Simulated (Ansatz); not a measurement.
**Pressure coefficients of FeO**

```xyz
2
Lattice="0.0000 2.3011 2.3011 2.3011 0.0000 2.3011 2.3011 2.3011 0.0000" Properties=species:S:1:pos:R:3 pbc="T T T"
Fe    0.0000    0.0000    0.0000
O     1.1506    1.1506    1.1506
```

The cell was built from the zincblende type and relaxed in the same program, and has space group F-43m; it needn't be a known or the stable phase.

Semilocal functionals without U often leave such compounds metallic or with too small a gap, and the real magnetic order may differ.

Other magnetic orders may lie lower; this is the state that the run reached.

These are results of DFT, PBE, all-electron LAPW, scalar-relativistic (Ansatz 0.2.0), not measurements.

Sampling and basis: a Γ-centred 13×13×13 k mesh, Fermi–Dirac smearing of 0.08 eV, basis error target 0.5 meV/atom, spin-polarised from start moments Fe1 3 μB.

The cell is scaled evenly with fractional coordinates held.

| V/V(cell) | P (GPa) | cell moment (μB) |
| --- | --- | --- |
| 0.9600 | 6.41 | 4.001 |
| 0.9800 | 3.04 | 4.006 |
| 1.0000 | 0.00 | 4.010 |
| 1.0200 | -2.74 | 4.012 |

(1) From the rows at 0.9800 and 1.0200, what is the bulk modulus at the cell's volume?

(2) How does the moment scale with volume?

(3) Predict the row at V/V(cell) = 1.0400. How far is a linear estimate of P off?

## Answers

(1) B = −ΔP/Δln V = −[(-2.74) − (3.04)]/0.04001 = 144.5 GPa.

(2) dln M/dln V = ln(4.012/4.006)/0.04001 = 0.04: the moment hardly moves, as with a saturated or integer moment.

(3) P = -5.20 GPa, moment 4.014 μB. The linear estimate P(cell) − B ln(V/V(cell)) = -5.67 GPa misses by 0.47 GPa, since the modulus falls on expansion.
